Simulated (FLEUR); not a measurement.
**Au: equation of state with LDA (Wigner correlation)**

**What was measured.**

From “Exploring toroidal anvil profiles for larger sample volumes above 4 Mbar”, 2024, pmc:11102561, for a bulk crystal of Au: bulk modulus 167 GPa.

The system is Au.

```
Au
1.0
     0.00000    2.03500    2.03500
     2.03500    0.00000    2.03500
     2.03500    2.03500    0.00000
Au
1
Direct
  0.00000 0.00000 0.00000
```

| Property | Result |
| --- | --- |
| Program | FLEUR MaX-R8.1 (patched build s14) |
| Task | equation of state |
| Functional | LDA (Wigner correlation) |
| Potentials or basis | all-electron |
| Basis | FLAPW |
| Kmax | 3.8 1/bohr |
| k mesh | 11 × 11 × 11 |
| Occupations | fermi-dirac, width 0.05 eV |
| Spin | no spin polarisation |
| Gmax | 11.8 1/bohr |
| Muffin-tin radii | Au 2.47 bohr |
| lmax | Au 10 |
| Local orbitals a species | Au 5 |

```
Equilibrium volume                      : 17.04 Å³/atom
Bulk modulus                            : 179 GPa
Pressure derivative of the bulk modulus : 6.0 (rough: it moves with the points fitted)
```

Energy against volume, from the lowest point:
```tsv
volume (Å³/atom)	energy (meV/atom)
15.843	54.69
16.181	26.30
16.855	0.00
17.529	6.17
17.866	18.86
```

Against the measured bulk modulus of Au, 167 GPa (quoted in “Exploring toroidal anvil profiles for larger sample volumes above 4 Mbar”, 2024, pmc:11102561), the calculated 179 GPa is off by +7.4 %. The fit is for a static lattice scaled at fixed shape and fixed fractional positions.

The run has no spin-orbit coupling, so splittings on Au are missing.
